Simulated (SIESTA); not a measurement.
The system is Pd.

```
CELL_PARAMETERS angstrom
0.00000 1.94650 1.94650
1.94650 0.00000 1.94650
1.94650 1.94650 0.00000
ATOMIC_POSITIONS crystal
Pd 0.00000 0.00000 0.00000
```

Base run:

```yaml
Program: SIESTA 5.4.2
Functional: PBE
Potentials_or_basis: PseudoDojo 0.4 standard (PBE files)
Basis: DZP (energy shift 0.003 Ry; two zetas on semicore shells)
Grid_cutoff: 800 Ry
Energy_shift: 0.003 Ry
k_mesh: 12 × 12 × 12
Occupations: fermi-dirac, width 0.05 eV
Spin: no spin polarisation
```

Its results: band gap on the k mesh none (metal or under the smearing width); pressure 7.4 GPa.

Problem. The run is repeated on the same cell with these changes: functional from PBE to PBEsol; potentials or basis from PseudoDojo 0.4 standard (PBE files) to PseudoDojo 0.4 standard (PBEsol files). What comes out?

Solution. Band gap on the k mesh none (metal or under the smearing width); pressure -2.4 GPa.

Caveats: the basis of atomic orbitals isn't converged, which shifts pressures, moduli and gaps.
